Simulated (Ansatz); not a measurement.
# How far is PAW off for NaI?

```xyz
2
Lattice="0.0000 3.2364 3.2364 3.2364 0.0000 3.2364 3.2364 3.2364 0.0000" Properties=species:S:1:pos:R:3 pbc="T T T"
Na    0.0000    0.0000    0.0000
I     3.2364    3.2364    3.2364
```

Atoms are numbered in the order listed.

The cell is COD entry 9008681, as deposited and not checked against the literature; nothing was relaxed.

Spin–orbit coupling is left out, though it moves levels of the heavy atoms by tenths of an eV or more.

Levels of theory: DFT, LDA, PAW with Ansatz's default frozen-core files, scalar-relativistic (Ansatz 0.2.0); DFT, LDA, all-electron PAW with datasets made for the crystal, scalar-relativistic (Ansatz 0.2.0); DFT, LDA, all-electron LAPW, scalar-relativistic (Ansatz 0.2.0).

For PAW: a Γ-centred 8×8×8 k mesh, Fermi–Dirac smearing of 0.02 eV, cutoff 420 eV, no spin polarisation; the PAW files were made with PBE, and the program remakes their frozen cores for this functional. The crystal-made all-electron datasets (AE datasets) take a cutoff of 260 eV at this cell. LAPW targets a basis error of 1 meV/atom. The Ansatz runs share mesh, smearing and spin set-up. Plane-wave (PAW) pressures include the program's estimate of the Pulay term.

Stress and pressure are positive in compression.

Levels count from the top of the valence band.

```json
{"quantity": "pressure (GPa)", "PAW": "-1.64", "AE datasets": "-1.64", "LAPW": "-1.64"}
{"quantity": "band gap (eV)", "PAW": "3.333", "AE datasets": "3.332", "LAPW": "3.332"}
{"quantity": "highest filled level at X (eV)", "PAW": "-0.761", "AE datasets": "-0.762", "LAPW": "-0.762"}
{"quantity": "lowest empty level at X (eV)", "PAW": "4.273", "AE datasets": "4.273", "LAPW": "4.273"}
{"quantity": "highest filled level at U (eV)", "PAW": "-0.613", "AE datasets": "-0.614", "LAPW": "-0.614"}
{"quantity": "lowest empty level at U (eV)", "PAW": "5.007", "AE datasets": "5.007", "LAPW": "5.007"}
{"quantity": "highest filled level at Γ (eV)", "PAW": "0.000", "AE datasets": "0.000", "LAPW": "0.000"}
{"quantity": "lowest empty level at Γ (eV)", "PAW": "3.333", "AE datasets": "3.332", "LAPW": "3.332"}
```
